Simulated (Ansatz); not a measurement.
The system is Re.

```xyz
1
Lattice="0.0000 1.9750 1.9750 1.9750 0.0000 1.9750 1.9750 1.9750 0.0000" Properties=species:S:1:pos:R:3 pbc="T T T"
Re    0.0000    0.0000    0.0000
```

This isn't the form of Re at room conditions, which is hcp.

| Property | Result |
| --- | --- |
| Program | Ansatz 0.2.0 |
| Task | relaxation of cell and atoms |
| Functional | r2SCAN |
| Potentials or basis | Ansatz PAW |
| Cutoff | 500 eV (not typed: the program's choice for these potentials) |
| k mesh | 12 × 12 × 12 |
| Occupations | fermi-dirac, width 0.05 eV |
| Spin | no spin polarisation |

At the start: volume 15.41 Å³/atom.

Problem. How do energy, volume and symmetry change on relaxing?

Solution. It ends after 5 steps and the volume is 14.75 Å³/atom (-4.2 %); space group Fm-3m (No. 225, to 0.05 Å).

The path:
| step | energy change (eV) | largest force (eV/Å) | volume (Å³) |
| --- | --- | --- | --- |
| 1 | 0.0000 | 0.0000 | 15.41 |
| 2 | -0.0315 | 0.0000 | 14.86 |
| 3 | -0.0325 | 0.0000 | 14.75 |
| 4 | -0.0325 | 0.0000 | 14.75 |
| 5 | -0.0324 | 0.0000 | 14.75 |

Final structure:
```
CELL_PARAMETERS angstrom
0.00000 1.94671 1.94671
1.94671 0.00000 1.94671
1.94671 1.94671 0.00000
ATOMIC_POSITIONS crystal
Re 0.00000 0.00000 0.00000
```

Caveat: the plane-wave basis is chosen anew once the cell has moved, so the energies of steps on either side of that aren't comparable; the PAW data sets come from PBE, with cores solved anew for the run's functional, which leaves a small shift of forces and pressure.
